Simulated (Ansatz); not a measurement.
Space group P4_2/mnm (No. 136). a = 4.880 Å, b = 4.880 Å, c = 3.238 Å, α = 90.00°, β = 90.00°, γ = 90.00°
```csv
atom,site,symmetry,x,y,z
Hf,2a,m.mm,0.0000,0.0000,0.0000
O,4f,m.2m,0.1948,0.8052,0.5000
```

Equation of state of this HfO$_{2}$ structure (not necessarily the ground state), with shape and atoms relaxed at each volume where symmetry leaves them free. Method: DFT PBE, scalar-relativistic, plane waves, PAW (Ansatz).

Plane waves to 420 eV, a k mesh through Γ of 6×6×8 on the computed 6-atom cell and Gaussian smearing (0.02 eV); no spin polarisation.

| V (Å³/atom) | E − E(largest V) (meV/atom) | P (GPa) | gap on mesh (eV) |
| --- | --- | --- | --- |
| 11.310 | 80.49 | 34.45 | 4.38 |
| 11.696 | 10.92 | 23.67 | 4.24 |
| 12.081 | -34.69 | 14.49 | 4.11 |
| 12.467 | -59.87 | 6.67 | 4.00 |
| 12.853 | -67.71 | 0.01 | 3.90 |
| 13.238 | -60.78 | -5.62 | 3.82 |
| 13.624 | -41.48 | -10.32 | 3.75 |
| 14.138 | 0.00 | -15.34 | 3.69 |

Q: Fit a third-order Birch–Murnaghan equation to E(V).

A: V0 = 12.86 Å³/atom, B0 = 202 GPa, B0' = 4.5.

Spin-orbit coupling is left out, which matters for the bands of heavy elements.

This rutile-type form isn't the usual stable structure of the compound.